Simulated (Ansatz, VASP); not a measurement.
## One calculation of As, two programs

```
As
1.0
     3.57134    0.00000    0.00000
    -1.78567    3.09287    0.00000
     0.00000    0.00000   20.29528
As
4
Cartesian
  0.0000 2.0619 5.8976
  1.7857 1.0310 4.5000
  1.7857 1.0310 11.4153
  0.0000 2.0619 10.0176
```

Alike in both runs: task single point; functional PBE; dispersion D3(BJ); k mesh 9 × 9 × 1; occupations gaussian, width 0.05 eV; no spin polarisation.

```csv
,VASP,Ansatz
version,VASP 6.6.1,Ansatz 0.2.0
potentials or method,"VASP PAW PBE potentials, release 64 (As)","scalar-relativistic, plane waves, PAW"
plane-wave cutoff (eV),520,420
valence electrons in the cell,20,60
```

Ansatz gave:

```
gap on the k mesh at the Fermi level (eV) : 1.34
least direct gap on the mesh (eV)         : 1.92
rms of the force components (eV/Å)        : 0.016
```

Task: Which values does VASP return?

Result: gap on the k mesh at the Fermi level (eV): 1.34; least direct gap on the mesh (eV): 1.91; rms of the force components (eV/Å): 0.063.

Atom by atom the forces differ by 0.053 eV/Å (rms over components). The two sets of potentials don't hold the same shells in valence.

As with any semilocal functional, this PBE gap is likely too small.
